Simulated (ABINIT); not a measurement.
**GaN: relaxation of cell and atoms with PBEsol**

The system is GaN.

```xyz
4
Lattice="3.1800 0.0000 0.0000 -1.5900 2.7540 0.0000 0.0000 0.0000 5.1660" Properties=species:S:1:pos:R:3 pbc="T T T"
Ga    0.0000    1.8360    0.0000
Ga    1.5900    0.9180    2.5830
N     0.0000    1.8360    1.9373
N     1.5900    0.9180    4.5203
```

```yaml
Program: ABINIT 10.8.3 (patched build)
Task: relaxation of cell and atoms
Functional: PBEsol
Potentials_or_basis: PseudoDojo NC SR PBEsol v0.4.1 standard
Cutoff: 1143 eV
k_mesh: 8 × 8 × 4
Occupations: fermi-dirac, width 0.05 eV
Spin: no spin polarisation
Cell_freedom_optcell: 1
Cutoff_smearing_ecutsm_Ha: 0.5
Optimiser_ionmov: 2
Force_stop_Ha/bohr: 0.0001
```

| Quantity | Value |
| --- | --- |
| Relaxed volume | 11.38 Å³/atom |
| Relaxed cell | a = 3.187 Å, b = 3.187 Å, c = 5.177 Å, α = 90.00°, β = 90.00°, γ = 120.00° |
| Space group after relaxing (to 0.05 Å) | P6_3mc (No. 186) |
| Energy gained by relaxing | 0.6 meV/atom |
| Ionic steps | 6 |
| Pressure after relaxing | 0.0 GPa |
| Band gap on the k mesh | 1.92 eV, direct |
| Valence electrons inside the program's atomic spheres | Ga 10.90; N 5.23 |

Stress tensor (GPa, compression positive):
```
-0.27  0.00  0.00
 0.00 -0.27  0.00
 0.00  0.00  0.52
```

The path:
| step | energy change (eV) | largest force (eV/Å) | pressure (GPa) | volume (Å³) |
| --- | --- | --- | --- | --- |
| 1 | 0.0000 | 0.1327 | 1.25 | 45.24 |
| 2 | -0.0016 | 0.0978 | 0.51 | 45.41 |
| 3 | -0.0024 | 0.0423 | -0.19 | 45.58 |
| 4 | -0.0025 | 0.0227 | -0.19 | 45.58 |
| 5 | -0.0026 | 0.0001 | -0.05 | 45.55 |
| 6 | -0.0026 | 0.0004 | -0.01 | 45.54 |

Final structure:
```
CELL_PARAMETERS angstrom
3.18694 0.00000 0.00000
-1.59347 2.75997 0.00000
0.00000 0.00000 5.17727
ATOMIC_POSITIONS crystal
Ga 0.33333 0.66667 0.99895
Ga 0.66667 0.33333 0.49895
N 0.33333 0.66667 0.37605
N 0.66667 0.33333 0.87605
```

Levels at points of the mesh, in eV from the valence-band top:
| k point | band 15 | band 16 | band 17 | band 18 | band 19 | band 20 | band 21 | band 22 |
| --- | --- | --- | --- | --- | --- | --- | --- | --- |
| (0.00, 0.00, 0.00) | -1.05 | -0.02 | 0.00 | 0.00 | 1.92 | 4.20 | 9.14 | 9.83 |
| (0.50, 0.00, 0.00) | -4.25 | -2.78 | -2.23 | -1.01 | 4.95 | 5.54 | 5.99 | 8.58 |
| (0.00, 0.00, 0.50) | -0.54 | -0.54 | -0.54 | -0.54 | 4.23 | 4.23 | 8.42 | 8.42 |
| (0.50, 0.00, 0.50) | -1.97 | -1.97 | -1.89 | -1.89 | 4.34 | 4.34 | 7.73 | 7.73 |

It took 8 min on 1 thread of AMD EPYC 7R13 Processor (Zen 3) (shared host), peak memory 0.13 GiB.

As with any semilocal functional, this PBEsol gap is likely too small. Zero-point motion and thermal expansion aren't in these numbers.
